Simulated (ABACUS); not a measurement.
Write the native input for ABACUS 3.10.1 that does the following.

```yaml
Task: band structure
Functional: M06-L
Potentials_or_basis: SG15 ONCV 1.2 PBE
Cutoff: 1742 eV
Density_cutoff: 6966 eV
Basis: plane waves
Occupations: fermi-dirac, width 0.05 eV
Spin: no spin polarisation
Radial_cutoff_of_the_potentials_pseudo_rcut: 10 bohr
Threshold_of_the_eigensolver: 1e-07 Ry
Density: read from an earlier self-consistent run
Path: G-H-N-G-P-H, P-N
Points_for_each_segment_of_the_path: 10
SCF_threshold_on_the_density: 1e-08
Max_SCF_steps: 100
Eigensolver: dav
Mixing: broyden
Mixing_share: 0.7
Symmetry_key: -1
Bands: 16
```

Crystal: La.

```xyz
1
Lattice="2.1238 2.1238 2.1238 -2.1238 2.1238 2.1238 -2.1238 -2.1238 2.1238" Properties=species:S:1:pos:R:3 pbc="T T T"
La    0.0000    0.0000    0.0000
```

This isn't the form of La at room conditions, which is double hcp.

The input as run:

INPUT

```
INPUT_PARAMETERS
suffix              La
calculation         nscf
basis_type          pw
pseudo_dir          ./
symmetry            -1
dft_functional      MGGA_X_M06_L+MGGA_C_M06_L
ecutwfc             128.0
pseudo_rcut         10
nspin               1
nbands              16
ks_solver           dav
smearing_method     fd
smearing_sigma      0.00367493
scf_thr             1e-08
scf_nmax            100
mixing_type         broyden
mixing_beta         0.7
mixing_tau          1
init_chg            file
pw_diag_thr         1e-07
out_band            1
kpar                4
```

STRU

```
ATOMIC_SPECIES
La 138.9055 La_ONCV_PBE-1.2.upf

LATTICE_CONSTANT
1.8897261246

LATTICE_VECTORS
2.1238310710 2.1238310710 2.1238310710
-2.1238310710 2.1238310710 2.1238310710
-2.1238310710 -2.1238310710 2.1238310710

ATOMIC_POSITIONS
Direct

La
0.0
1
0.0000000000 0.0000000000 0.0000000000 1 1 1
```

KPT

```
K_POINTS
8
Line
0.00000000 0.00000000 0.00000000 10 // G
-0.50000000 -0.50000000 -0.50000000 10 // H
0.00000000 0.00000000 -0.50000000 10 // N
0.00000000 0.00000000 0.00000000 10 // G
-0.25000000 0.25000000 -0.25000000 10 // P
-0.50000000 -0.50000000 -0.50000000 1 // H
-0.25000000 0.25000000 -0.25000000 10 // P
0.00000000 0.00000000 -0.50000000 1 // N
```

Potentials or basis: SG15 ONCV 1.2 PBE, plane waves.

Launch:

```bash
$ OMP_NUM_THREADS=1 mpirun -np 4 abacus > log
```

Run time: 97 s on 4 MPI ranks on Intel(R) Xeon(R) Platinum 8259CL CPU @ 2.50GHz (Skylake/Cascade Lake), with other jobs on the host, peak memory 0.56 GiB a rank.
